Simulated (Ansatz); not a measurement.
Crystal: CuO.

```
Cu O
1.0
     4.16094    0.00000    0.00000
     0.00000    4.16094    0.00000
     0.00000    0.00000    3.88764
Cu O
3 3
Direct
  0.50000 0.00000 0.50000
  0.00000 0.50000 0.50000
  0.00000 0.00000 0.00000
  0.00000 0.00000 0.50000
  0.50000 0.00000 0.00000
  0.00000 0.50000 0.00000
```

Measurements of this composition are mostly on another form, of space group No. 15.

```yaml
Program: Ansatz 0.2.0
Task: single point
Functional: PBE
Potentials_or_basis: all-electron LAPW, scalar-relativistic
Cutoff: 443 eV (chosen from the basis error)
Basis_error_allowed: 0.001 eV/atom
k_mesh: 7 × 7 × 7
Occupations: fermi-dirac, width 0.05 eV
Spin: no spin polarisation
```

On this cell: pressure 1.7 GPa; largest force under 0.003 eV/Å; band gap on the k mesh none (metal or under the smearing width).

The same run follows on a disturbed copy (atoms moved at random, drawn with an rms of 0.05 Å):

```xyz
6
Lattice="4.1609 0.0000 0.0000 0.0000 4.1609 0.0000 0.0000 0.0000 3.8876" Properties=species:S:1:pos:R:3 pbc="T T T"
Cu    2.0997    0.0227    1.9013
Cu   -0.0053    2.0784    1.9192
Cu    0.0451   -0.0184    0.0003
O     0.0144   -0.0215    1.9526
O     2.0991   -0.0266   -0.0028
O     0.0001    2.0630    0.0355
```

**Question.** What does the disturbed cell give?

**Answer.** The energy (extrapolated to zero smearing) moves by +6.5 meV/atom; pressure 2.1 GPa; largest force 0.777 eV/Å; band gap on the k mesh none (metal or under the smearing width).

Forces on the atoms (eV/Å):
```
Cu   0.015 -0.029  0.545
Cu  -0.011 -0.141  0.763
Cu  -0.186  0.011  0.007
O    0.032  0.106 -0.121
O    0.099  0.058 -0.445
O    0.051 -0.004 -0.750
```

Stress tensor (GPa, compression positive):
```
2.19 0.01 0.00
0.01 2.18 0.09
0.00 0.09 1.92
```

Caveats: an odd number of electrons without spin polarisation forces a metal; a magnetic or distorted state may lie lower; the run has no spin polarisation, though such a crystal can be magnetic; semilocal functionals often make such compounds metallic where correlation or magnetic order opens a gap, which also shifts bond lengths.
